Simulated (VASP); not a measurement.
# Cr (I4/mmm) in VASP: single point with PBE

Aim: the single point of Cr with PBE.

Program: VASP 6.6.1. These are calculated values, not measurements. Logs are shortened: lines on timing, memory, paths and dates and some standing lists are left out, and cuts for length are marked.

### 1 The cell of the first run

Symmetry: I4/mmm, No. 139, tetragonal system. The conventional cell has a = 2.943 Å, b = 2.943 Å, c = 2.769 Å, α = 90.00°, β = 90.00°, γ = 90.00°. Cr (site symmetry 4/mmm) has 10 Cr at 2.50 to 2.77 Å as nearest neighbours.

### 2 Single point, PBE, collinear spin, typed start

Input file INCAR:

```
  ALGO = Normal
  EDIFF = 1E-6
  ENCUT = 520
  GGA = PE
  ISIF = 2
  ISMEAR = -1
  ISPIN = 2
  LASPH = True
  LCHARG = False
  LMAXMIX = 4
  LORBIT = 11
  LREAL = False
  LWAVE = False
  MAGMOM = 3
  NBANDS = 16
  NELM = 150
  PREC = Accurate
  SIGMA = 0.025
```

Input file KPOINTS:

```
k-points
0
Gamma
  15 15 15
```

Input file POSCAR:

```
Cr
1.0
   -1.4716840561      1.4716840561      1.3842720000
    1.4716840561     -1.4716840561      1.3842720000
    1.4716840561      1.4716840561     -1.3842720000
Cr
1
Direct
    0.0000000000      0.0000000000      0.0000000000
```

Potentials or basis: VASP PAW PBE potentials, release 64 (Cr_pv).

Started as:

```bash
cat potpaw_PBE.64/Cr_pv/POTCAR > POTCAR
mpirun -np 1 vasp_std > vasp.out
```

OUTCAR:

```text
EDIFF = 1E-6
   ENCUT = 520
   GGA = PE
   ISIF = 2
   ISMEAR = -1
   ISPIN = 2
   LASPH = True
   LORBIT = 11
   LREAL = False
   NELM = 150
   PREC = Accurate

 ion  position               nearest neighbor table
   1  0.000  0.000  0.000-

  LATTYP: Found a body centered tetragonal cell.
 ALAT       =     2.9433681122
 C/A-ratio  =     0.9406040612

  Lattice vectors:

 A1 = (  -1.4716840561,   1.4716840561,   1.3842720000)
 A2 = (   1.4716840561,  -1.4716840561,   1.3842720000)
 A3 = (   1.4716840561,   1.4716840561,  -1.3842720000)

Analysis of symmetry for initial positions (statically):
=====================================================================
 Subroutine PRICEL returns:
 Original cell was already a primitive cell.

 Routine SETGRP: Setting up the symmetry group for a
 body centered tetragonal supercell.

 Subroutine GETGRP returns: Found 16 space group operations
 (whereof 16 operations were pure point group operations)
 out of a pool of 16 trial point group operations.

The static configuration has the point symmetry D_4h.

Analysis of symmetry for dynamics (positions and initial velocities):
=====================================================================
 Subroutine PRICEL returns:
 Original cell was already a primitive cell.

 Routine SETGRP: Setting up the symmetry group for a
 body centered tetragonal supercell.

 Subroutine GETGRP returns: Found 16 space group operations
 (whereof 16 operations were pure point group operations)
 out of a pool of 16 trial point group operations.

The dynamic configuration has the point symmetry D_4h.

Analysis of structural, dynamic, and magnetic symmetry:
=====================================================================
 Subroutine PRICEL returns:
 Original cell was already a primitive cell.

 Routine SETGRP: Setting up the symmetry group for a
 body centered tetragonal supercell.

 Subroutine GETGRP returns: Found 16 space group operations
 (whereof 16 operations were pure point group operations)
 out of a pool of 16 trial point group operations.

The overall configuration has the point symmetry D_4h.

 Subroutine INISYM returns: Found 16 space group operations
 (whereof 16 operations are pure point group operations),
 and found     1 'primitive' translations

----------------------------------------------------------------------------------------

                                     Primitive cell

  volume of cell :      11.9925

  direct lattice vectors                    reciprocal lattice vectors
    -1.471684056  1.471684056  1.384272000     0.000000000  0.339746835  0.361200689
     1.471684056 -1.471684056  1.384272000     0.339746835  0.000000000  0.361200689
     1.471684056  1.471684056 -1.384272000     0.339746835  0.339746835  0.000000000

  length of vectors
     2.499583344  2.499583344  2.499583344     0.495876849  0.495876849  0.480474582

  position of ions in fractional coordinates (direct lattice)
     0.000000000  0.000000000  0.000000000

  ion indices of the primitive-cell ions
   primitive index   ion index
                 1           1

----------------------------------------------------------------------------------------

 KPOINTS: k-points

Automatic generation of k-mesh.
 Grid dimensions read from file:
 generate k-points for:   15   15   15

 Generating k-lattice:

  Cartesian coordinates                     Fractional coordinates (reciprocal lattice)
     0.000000000  0.022649789  0.024080046     0.066666667  0.000000000  0.000000000
     0.022649789  0.000000000  0.024080046     0.000000000  0.066666667  0.000000000
     0.022649789  0.022649789  0.000000000     0.000000000  0.000000000  0.066666667

  Length of vectors
     0.033058457  0.033058457  0.032031639

  Shift w.r.t. Gamma in fractional coordinates (k-lattice)
     0.000000000  0.000000000  0.000000000

 Subroutine IBZKPT returns following result:
 ===========================================

 Found    288 irreducible k-points:

 Following reciprocal coordinates:
            Coordinates               Weight
  0.000000  0.000000  0.000000      1.000000
  0.066667  0.000000  0.000000      8.000000
  0.133333  0.000000  0.000000      8.000000
  0.200000  0.000000  0.000000      8.000000
  0.266667  0.000000  0.000000      8.000000
  0.333333  0.000000 -0.000000      8.000000
[... 16 lines left out ...]
  0.133333  0.133333  0.000000      8.000000
  0.200000  0.133333  0.000000     16.000000
 [... further k-points ...]
   k-points           NKPTS =    288   k-points in BZ     NKDIM =    288   number of bands    NBANDS=     16
   number of dos      NEDOS =    301   number of ions     NIONS =      1
   total plane-waves  NPLWV =   8000
   dimension x,y,z NGX =    20 NGY =   20 NGZ =   20
   dimension x,y,z NGXF=    40 NGYF=   40 NGZF=   40
   ions per type =               1
   NGX,Y,Z   is equivalent  to a cutoff of  13.30, 13.30, 13.30 a.u.
   NGXF,Y,Z  is equivalent  to a cutoff of  26.60, 26.60, 26.60 a.u.
 SYSTEM =  unknown system
   PREC   = accura    normal or accurate (medium, high low for compatibility)
   ISTART =      0    job   : 0-new  1-cont  2-samecut
   ICHARG =      2    charge: 1-file 2-atom 10-const
   ISPIN  =      2    spin polarized calculation?
   LNONCOLLINEAR =      F non collinear calculations
   LSORBIT =      F    spin-orbit coupling
   LASPH  =      T    aspherical Exc in radial PAW
   ENCUT  =  520.0 eV  38.22 Ry    6.18 a.u.   4.65  4.65  4.65*2*pi/ulx,y,z
   NELM   =    150;   NELMIN=  2; NELMDL= -5     # of ELM steps
   EDIFF  = 0.1E-05   stopping-criterion for ELM
   LREAL  =      F    real-space projection
   EDIFFG = 0.1E-04   stopping-criterion for IOM
   NSW    =      0    number of steps for IOM
   IBRION =     -1    ionic relax: 0-MD 1-quasi-New 2-CG
   NFREE  =      0    steps in history (QN), initial steepest desc. (CG)
   ISIF   =      2    stress and relaxation
   ISYM   =      2    0-nonsym 1-usesym 2-fastsym
   POTIM  = 0.5000    time-step for ionic-motion
   TEBEG  =    0.0;   TEEND  =   0.0 temperature during run
   PSTRESS=    0.0 pullay stress
   NELECT =      12.0000    total number of electrons
   NUPDOWN=      -1.0000    fix difference up-down
   EMIN   =  10.00;   EMAX   =-10.00  energy-range for DOS
   EFERMI =   0.00;   METHOD = LEGACY
   ISMEAR =    -1;   SIGMA  =   0.03  broadening in eV -4-tet -1-fermi 0-gaus
   EFERMI_NEDOS =   21; number of points for ismear=-14 and -15
   IALGO  =     38    algorithm
   IMIX   =      4    mixing-type and parameters
     AMIX     =   0.40;   BMIX     =  1.00
     AMIX_MAG =   1.60;   BMIX_MAG =  1.00
  volume/ion in A,a.u.               =      11.99        80.93
  Fermi-wavevector in a.u.,A,eV,Ry     =   1.637439  3.094310 36.480015  2.681205
  Thomas-Fermi vector in A             =   2.728578
   LORBIT       =     11    0 simple, 1 ext, 2 COOP (PROOUT), +10 PAW based schemes
   GGA     = PE    functional components
   LHFCALC =     F    Hartree Fock is set to
   AEXX    =    0.0000 exact exchange contribution
   IVDW    =     0    specifies the selected vdW correction
   LEPSILON=     F    determine dielectric tensor
   LRPA    =     F    only Hartree local field effects (RPA)
 spin polarized calculation
  energy-cutoff  :      520.00
  volume of cell :       11.99
 maximum number of plane-waves:       338
   NGX =  9   NGY =  9   NGZ =  9

 number of electron      11.9999999 magnetization      -0.0024536

 number of electron      11.9999999 magnetization       0.0000623

 Free energy of the ion-electron system (eV)
  ---------------------------------------------------
  ext. energy  EPLUGINS =         0.00000000
  ---------------------------------------------------
  free energy    TOTEN  =        -9.46990485 eV

  energy without entropy =       -9.46788355  energy(sigma->0) =       -9.46889420

 E-fermi :  10.4697     XC(G=0): -13.4550

 val. band max:       10.4598699735   @ k =  -0.1333  -0.2000   0.1333
 cond. band min:      10.4715948810   @ k =  -0.0667  -0.4667   0.0667
 fundamental gap:      0.0117249074
 Fermi energy:        10.4697223349

 spin component 1

 k-point     1 :       0.0000    0.0000    0.0000
  band No.  band energies     occupation
      1     -32.3221      1.00000
      2     -32.3221      1.00000
      3     -32.2933      1.00000
      4       2.7282      1.00000
      5       9.2791      1.00000
      6       9.7823      1.00000
[... 8 lines left out ...]
     15      39.8640      0.00000
     16      42.4488      0.00000
[... 419 lines left out ...]
 k-point    24 :       0.2000    0.1333    0.0000
  band No.  band energies     occupation
      1     -32.8090      1.00000
      2     -32.4735      1.00000
      3     -32.3711      1.00000
      4       5.7333      1.00000
      5       8.6483      1.00000
      6       8.9175      1.00000
[... 8 lines left out ...]
     15      38.7745      0.00000
     16      41.0371      0.00000

 [... further k-points ...]

 spin component 2

 k-point     1 :       0.0000    0.0000    0.0000
  band No.  band energies     occupation
      1     -32.3221      1.00000
      2     -32.3221      1.00000
      3     -32.2933      1.00000
      4       2.7282      1.00000
      5       9.2792      1.00000
      6       9.7824      1.00000
[... 8 lines left out ...]
     15      39.8641      0.00000
     16      42.4489      0.00000
[... 419 lines left out ...]
 k-point    24 :       0.2000    0.1333    0.0000
  band No.  band energies     occupation
      1     -32.8090      1.00000
      2     -32.4734      1.00000
      3     -32.3711      1.00000
      4       5.7333      1.00000
      5       8.6484      1.00000
      6       8.9176      1.00000
[... 8 lines left out ...]
     15      38.7745      0.00000
     16      41.0371      0.00000

 [... further k-points ...]

------------------------ aborting loop because EDIFF is reached ----------------------------------------

  FORCE on cell =-STRESS in cart. coord.  units (eV):
  Direction    XX          YY          ZZ          XY          YZ          ZX
  --------------------------------------------------------------------------------------
  -------------------------------------------------------------------------------------
  Total       -1.1183338     -1.1183338      0.2350311      0.0000000      0.0000000      0.0000000
  in kB     -149.4071667   -149.4071667     31.3996841      0.0000000      0.0000000      0.0000000
  external PRESSURE =     -89.1382164 kB  Pullay stress =       0.0000000 kB

 VOLUME and BASIS-vectors are now :
 -----------------------------------------------------------------------------
  energy-cutoff  :      520.00
  volume of cell :       11.99
      direct lattice vectors                 reciprocal lattice vectors
    -1.471684056  1.471684056  1.384272000     0.000000000  0.339746835  0.361200689
     1.471684056 -1.471684056  1.384272000     0.339746835  0.000000000  0.361200689
     1.471684056  1.471684056 -1.384272000     0.339746835  0.339746835  0.000000000

 POSITION                                       TOTAL-FORCE (eV/Angst)
 -----------------------------------------------------------------------------------
      0.00000      0.00000      0.00000         0.000000     -0.000000      0.000000
 -----------------------------------------------------------------------------------
    total drift:                                0.000000     -0.000000     -0.000000

  FREE ENERGIE OF THE ION-ELECTRON SYSTEM (eV)
  ---------------------------------------------------
  free  energy   TOTEN  =        -9.4699048533 eV

  energy  without entropy=       -9.4678835526  energy(sigma->0) =       -9.46889420

 total charge

# of ion       s       p       d       tot
------------------------------------------
    1        0.427   6.380   4.173  10.981

 magnetization (x)

# of ion       s       p       d       tot
------------------------------------------
    1       -0.000   0.000   0.000   0.000
```

Run time: 43 s. Hardware: 1 thread of Intel Xeon 6975P-C (Granite Rapids), shared host; peak memory 0.2 GiB.

Results:

```yaml
Free_energy: -9.4699 eV
Pressure: -8.9 GPa
Band_gap_on_the_k_mesh: none (metal or under the smearing width)
Net_moment: 0.00 μB per cell
Valence_electrons_inside_the_program's_atomic_spheres: Cr 10.98
```

Stress tensor (GPa, compression positive):
```
-14.94   0.00   0.00
  0.00 -14.94   0.00
  0.00   0.00   3.14
```

Caveat: the starting moments collapsed, and a magnetic state may lie lower.
